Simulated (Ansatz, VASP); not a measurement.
Given: the input of a run of VASP 6.6.1 on GaP.

POSCAR

```
GaP
1.0
    0.0000000000      2.7252500000      2.7252500000
    2.7252500000      0.0000000000      2.7252500000
    2.7252500000      2.7252500000      0.0000000000
Ga P
1 1
Direct
    0.0000000000      0.0000000000      0.0000000000
    0.7500000000      0.7500000000      0.7500000000
```

The input INCAR.step1:

```
SYSTEM = GaP
PREC = Accurate ; ENCUT = 520
EDIFF = 1E-5 ; ISMEAR = -1
SIGMA = 0.05 ; LREAL = .FALSE.
LASPH = .TRUE. ; NELM = 60
ALGO = Normal ; ISIF = 2
LWAVE = .TRUE. ; LCHARG = .FALSE.
GGA = PE
```

The input INCAR.step2:

```
SYSTEM = GaP
PREC = Accurate ; ENCUT = 520
EDIFF = 1E-7 ; ISMEAR = -1
SIGMA = 0.05 ; LREAL = .FALSE.
LASPH = .TRUE. ; NELM = 60
ALGO = Normal ; ISIF = 2
LWAVE = .FALSE. ; LCHARG = .FALSE.
GGA = PS ; LHFCALC = .TRUE.
AEXX = 0.25 ; PRECFOCK = Normal
HFRCUT = -1 ; ISTART = 1
```

The input KPOINTS:

```
regular mesh
0
G
  4 4 4
  0 0 0
```

File KPOINTS_OPT:

```
path GXWKGLUWLK,UX
12
line-mode
reciprocal
 0.0000000000  0.0000000000  0.0000000000  G
 0.5000000000  0.0000000000  0.5000000000  X

 0.5000000000  0.0000000000  0.5000000000  X
 0.5000000000  0.2500000000  0.7500000000  W

 0.5000000000  0.2500000000  0.7500000000  W
 0.3750000000  0.3750000000  0.7500000000  K

 0.3750000000  0.3750000000  0.7500000000  K
 0.0000000000  0.0000000000  0.0000000000  G

 0.0000000000  0.0000000000  0.0000000000  G
 0.5000000000  0.5000000000  0.5000000000  L

 0.5000000000  0.5000000000  0.5000000000  L
 0.6250000000  0.2500000000  0.6250000000  U

 0.6250000000  0.2500000000  0.6250000000  U
 0.5000000000  0.2500000000  0.7500000000  W

 0.5000000000  0.2500000000  0.7500000000  W
 0.5000000000  0.5000000000  0.5000000000  L

 0.5000000000  0.5000000000  0.5000000000  L
 0.3750000000  0.3750000000  0.7500000000  K

 0.6250000000  0.2500000000  0.6250000000  U
 0.5000000000  0.0000000000  0.5000000000  X
```

Potentials or basis: VASP PAW PBE potentials, release 64 (Ga_d, P).

Run with:

```sh
$ cat potpaw_PBE.64/Ga_d/POTCAR potpaw_PBE.64/P/POTCAR > POTCAR
$ cp INCAR.step1 INCAR
$ mpirun -np 1 vasp_std > vasp.out
$ cp INCAR.step2 INCAR
$ mpirun -np 1 vasp_std > vasp.out
```

**Question.** Translate it to Ansatz 0.2.0. Potentials there: Ansatz PAW.

**Answer.** As run (the cutoff follows the program's own potentials):

The input input.yaml:

```yaml
crystal:
  lattice:
    - [0.0, 2.72525, 2.72525]
    - [2.72525, 0.0, 2.72525]
    - [2.72525, 2.72525, 0.0]
  atoms:
    - { symbol: Ga, position: [0.0, 0.0, 0.0] }
    - { symbol: P, position: [0.75, 0.75, 0.75] }
hamiltonian:
  xc: { exchange: pbesol, correlation: pbesol, exx: { coeff: 0.25 } }
  pseudopotentials: { kind: paw }
kpoints:
  mp_grid: { grid: [4, 4, 4] }
  band_path:
    path:
      - [[0.0, 0.0, 0.0], [0.5, 0.0, 0.5], [0.5, 0.25, 0.75], [0.375, 0.375, 0.75], [0.0, 0.0, 0.0], [0.5, 0.5, 0.5], [0.625, 0.25, 0.625], [0.5, 0.25, 0.75], [0.5, 0.5, 0.5], [0.375, 0.375, 0.75]]
      - [[0.625, 0.25, 0.625], [0.5, 0.0, 0.5]]
    npoints: 4
scf:
  occupations: { method: fermi_dirac, width: 0.05 }
  n_extra_bands: 6
output:
  forces: true
  stress: true
  eigenvalues: true
  fatbands: false
```

Potentials or basis: Ansatz PAW.

The run is started by

```sh
$ ansatz run input.yaml --threads 2 --pin off --max-ram 5632MiB --backend cpu --events-out ev --progress --plain --runs-dir out
```

Both were run:

|  | VASP | Ansatz | Ansatz less VASP |
| --- | --- | --- | --- |
| gap on the k mesh at the Fermi level (eV) | 2.90 | 2.88 | -0.016 |
| least direct gap on the mesh (eV) | 3.46 | 3.44 | -0.026 |
| gap along the band path (eV) | 2.87 | 2.88 | +0.009 |
| pressure (GPa) | -1.5 | -1.2 | +0.26 |

Caveats: the k mesh is coarse (spacing up to 0.50 Å⁻¹), so the values aren't converged, least of all with exact exchange; the PAW data sets were made with another functional, which shifts forces and pressure a little (VASP); the PAW data sets come from PBE, with cores solved anew for the run's functional, which leaves a small shift of forces and pressure (Ansatz); the thresholds are loose for stress (Ansatz).
